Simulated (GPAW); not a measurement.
## LaH3 in GPAW: convergence with bands over the usual count

Input of the first run (bands over the usual count 0.72); the others differ in this setting and in those tied to it:

run.py

```python
from ase.dft.bandgap import bandgap
from ase.io import read, write
from ase.units import GPa
from gpaw import GPAW, PW

atoms = read('LaH3.xyz')

calc = GPAW(mode=PW(800),
            xc='MGGA_X_R2SCAN+MGGA_C_R2SCAN',
            kpts={'size': (8, 8, 8), 'gamma': True},
            occupations={'name': 'fermi-dirac', 'width': 0.05},
            nbands=15,
            convergence={'density': 1e-05, 'energy': 1e-05},
            maxiter=100,
            txt='gpaw.txt')
atoms.calc = calc
energy = atoms.get_potential_energy()
forces = atoms.get_forces()
stress = atoms.get_stress()
calc.write('gs.gpw')
write('result.traj', atoms)
print(f'Energy: {energy:.6f} eV')
print('Forces (eV/A):')
print(forces.round(4))
print('Stress (GPa):', (stress / GPa).round(3))
print('Fermi level:', round(calc.get_fermi_level(), 4), 'eV')
print(f'Gap: {bandgap(calc)[0]:.4f} eV, direct: {bandgap(calc, direct=True)[0]:.4f} eV')
```

LaH3.xyz

```xyz
4
Lattice="0.0000000000 2.7864794500 2.7864794500 2.7864794500 0.0000000000 2.7864794500 2.7864794500 2.7864794500 0.0000000000" Properties=species:S:1:pos:R:3 pbc="T T T"
La     0.0000000000      0.0000000000      0.0000000000
H      1.3932397250      1.3932397250      1.3932397250
H      4.1797191750      4.1797191750      4.1797191750
H      2.7864794500      2.7864794500      2.7864794500
```

Potentials or basis: GPAW PAW data sets (gpaw-data 1.2.1), pw.

Launch:

```console
$ OMP_NUM_THREADS=1 python run.py
```

The cell comes from a database or a generator and needn't be the stable form of this composition.

Hardware: 1 thread of Arm Neoverse V2 (shared host).

| bands over the usual count | energy less the tightest run, at zero smearing (meV/atom) | SCF cycles | CPU time (s) | peak memory (GiB) |
| --- | --- | --- | --- | --- |
| 0.72 | 0.00 | 12 | 65 | 0.95 |
| 0.8 | 0.00 | 11 | 68 | 0.95 |
| 0.9 | 0.00 | 11 | 76 | 0.95 |
| 1 | 0.00 | 11 | 83 | 0.96 |
| 1.3 | 0.00 | 11 | 110 | 0.97 |
| 1.7 | 0.00 | 11 | 140 | 0.98 |
| 2.5 | 0.00 | 13 | 240 | 0.99 |

Against the tightest run, the energy stays within 1 meV/atom from 0.72 on. The tightest run that finished is the yardstick and may itself not be fully converged.

Caveat, for the tightest run too: one-centre terms of the f shell are cut off; the PAW data sets were made with another functional, which shifts forces and pressure a little; spin-orbit coupling is left out, which moves the levels of the heavy elements.
